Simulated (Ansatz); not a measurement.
**V: the crystal squeezed far**

The task here is to estimate one member of a computed series from the others.

Method: DFT PBE, with the methods named in each step, in Ansatz 0.2.0.

## The starting structure

The structure is hexagonal, space group P6/mmm (No. 191). Conventional cell: a = 4.452 Å, b = 4.452 Å, c = 2.390 Å, α = 90.00°, β = 90.00°, γ = 120.00°. V (site symmetry 6/mmm) has 2 V at 2.39 Å as nearest neighbours. V (site symmetry -6m2) is surrounded by 5 V at 2.39 to 2.57 Å.

Structure file:

```
V
1.0
     4.45220    0.00000    0.00000
    -2.22610    3.85572    0.00000
     0.00000    0.00000    2.38953
V
3
Direct
  0.00000 0.00000 0.00000
  0.33333 0.66667 0.50000
  0.66667 0.33333 0.50000
```

Whether this phase is the stable one at these pressures isn't tested.

Atoms are numbered in the order of the input: V1, V2, V3.

Set-up of the first run:

input.yaml reads:

```yaml
crystal:
  lattice:
    - [4.4522008663, 0.0, 0.0]
    - [-2.2261004331, 3.8557190529, 0.0]
    - [0.0, 0.0, 2.3895270998]
  atoms:
    - { symbol: V, position: [0.0, 0.0, 0.0] }
    - { symbol: V, position: [0.3333333333, 0.6666666667, 0.5] }
    - { symbol: V, position: [0.6666666667, 0.3333333333, 0.5] }
kpoints:
  mp_grid: { grid: [8, 8, 12] }
  band_path:
    path:
      - [0.0, 0.0, 0.0]
      - [0.5, 0.0, 0.0]
      - [0.3333333333, 0.3333333333, 0.0]
      - [0.0, 0.0, 0.0]
      - [0.0, 0.0, 0.5]
      - [0.5, 0.0, 0.5]
      - [0.3333333333, 0.3333333333, 0.5]
      - [0.0, 0.0, 0.5]
      - [0.5, 0.0, 0.5]
    npoints: 14
scf:
  occupations: { method: fermi_dirac, width: 0.08 }
hamiltonian:
  xc: pbe
  pseudopotentials: { kind: all_electron, lapw: { basis_error: 0.001 } }
output:
  forces: true
  stress: true
  eigenvalues: true
  populations: true
  dos: { projected: true, de: 0.2, e_range: [-14, 8] }
```

The run is started by

```console
> ansatz run input.yaml --threads 1 --pin off --max-ram 3072MiB --backend cpu --events-out ev --progress --plain --runs-dir out
```

Among the steps run: The reference volume, LAPW; Volume scaled by 1, crystal datasets; Volume scaled by 1, norm-conserving; Volume scaled by 0.76, LAPW; Volume scaled by 0.6, LAPW; Volume scaled by 0.6, crystal datasets; Volume scaled by 0.52, LAPW; Volume scaled by 0.52, norm-conserving; Volume scaled by 0.45, LAPW; Volume scaled by 0.45, crystal datasets; Volume scaled by 0.45, norm-conserving.

One of the session's tables, all rows but one given; the rest of the session is left out.

```
                         method  volume over the first  volume (Å³/atom)  pressure (GPa)
                           LAPW                      1            13.673           -0.03
                           LAPW                   0.76            10.392           80.11
                           LAPW                    0.6             8.204          228.75
                           LAPW                   0.52             7.110          376.82
                           LAPW                   0.45             6.153          582.32
                            PAW                      1            13.673            0.00
                            PAW                   0.76            10.392           80.22
                            PAW                    0.6             8.204          228.59
                            PAW                   0.52             7.110          375.56
                            PAW                   0.45             6.153          578.03
PAW (partial_waves polarizable)                   0.45             6.153          578.00
               crystal datasets                      1            13.673           -0.03
               crystal datasets                    0.6             8.204          228.75
               crystal datasets                   0.45             6.153          582.32
                norm-conserving                      1            13.673            0.04
                norm-conserving                   0.52             7.110          373.77
                norm-conserving                   0.45                 ?               ?
```

Q: Estimate the row for norm-conserving, 0.45 from the others.

As computed: volume (Å³/atom): 6.153; pressure (GPa): 574.31.

Limits of these values: Warnings in the runs' records: crystal datasets made.
